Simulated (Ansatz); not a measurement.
**An inverse problem**

Cell vectors (Å):

```
0.0000 2.8292 2.8292
2.8292 0.0000 2.8292
2.8292 2.8292 0.0000
```

| atom | a | b | c |
| --- | --- | --- | --- |
| Ga | 0.0000 | 0.0000 | 0.0000 |
| X | 0.7500 | 0.7500 | 0.7500 |

All numbers below come from PBEsol, all-electron PAW in Ansatz 0.2.0, datasets made for the crystal, scalar-relativistic. k mesh 8×8×8, strains of ±0.008, fixed occupations.

Elastic constants of a crystal by Kohn-Sham DFT: slopes of the stress over finite engineering strains of the given cell, Voigt indices, Cartesian axes as in the cell vectors.

```tsv
index	elastic (GPa)
11	110
12	49.3
44	55
```

Question: All X atoms are one element. Which one was computed?

Answer: As; the crystal is GaAs (F-43m).

Caveats: constants at zero field, no piezoelectric stiffening.
